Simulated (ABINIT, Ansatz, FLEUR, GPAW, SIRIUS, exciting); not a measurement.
# Zn: 6 runs at one level of theory

```
Zn
1.0
     0.00399    2.00457    1.96702
     1.95665   -0.00432    1.97532
     1.92741    1.98363    0.02492
Zn
1
Direct
  0.97223 0.01156 0.01002
```

This isn't the form of Zn at room conditions, which is hcp.

The given cell was strained at random by a few per cent at fixed volume.

Alike in all runs: task single point; functional PBEsol; k mesh 12 × 12 × 12; occupations fermi-dirac, width 0.05 eV; no spin polarisation; no spin-orbit coupling. Pressure is positive in compression and, in plane waves, holds the error of the finite cutoff.

```csv
program and potentials,plane-wave cutoff (eV),notes,band gap (eV),pressure (GPa),energy over the undisturbed cell (meV/atom)
"ABINIT, PseudoDojo NC SR PBEsol v0.4.1 standard",1143,20 valence electrons an atom on average,no gap,-5.18,-0.09
"GPAW, PAW data sets generated for this functional",600,12 valence electrons an atom on average,no gap,-5.26,-0.10
"SIRIUS, PseudoDojo 0.4.1 PBEsol standard (scalar relativistic)",1152,20 valence electrons an atom on average,no gap,-5.18,-
"FLEUR, all-electron, FLAPW",-,-,?,-,?
"exciting, all-electron LAPW+lo, shipped species files, valence relativity iora*",-,-,no gap,-,-0.05
"Ansatz, all-electron LAPW, scalar-relativistic",-,-,no gap,-5.03,-
```

Question: Estimate from the other rows what the run with FLEUR, all-electron, FLAPW gave.

Answer: No band gap; energy over the undisturbed cell -0.12 meV/atom. The other rows, which needn't bracket it: pressure -5.26 to -5.03; energy over the undisturbed cell -0.10 to -0.05.
